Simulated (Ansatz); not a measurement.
**What pressure 45 GPa does to BaSnO3**

The parent structure is BaSnO₃ in the cubic perovskite structure (space group Pm-3m, No. 221; a = 4.1761 Å).

It is then changed as follows: a hydrostatic pressure of 45 GPa.

Level of theory: Ansatz (a program for electronic structure) PBE, without spin-orbit coupling. Γ-centred 8×8×8 mesh, Fermi–Dirac width 0.05 eV.

The volume per atom shrinks by 2.69 Å³ (14.57 Å³ → 11.88 Å³) and the density increases by 1.57 g/cm³ (6.93 g/cm³ → 8.50 g/cm³). The shortest interatomic distance falls by 0.137 Å to 1.951 Å and the band gap increases by 2.78 eV to 3.26 eV. The gap character remains indirect, R → Γ and the smallest direct gap goes up by 2.66 eV (0.97 eV → 3.63 eV). The electron mass becomes 0.27 mₑ (at Γ) (base: 0.13 mₑ (at Γ)).

Load acts through the strain it causes; cell and atoms are relaxed under it. Masses are band curvatures over ±0.01 Å⁻¹ around the edge. No phonon test of stability was made. No other phases were tried under pressure.
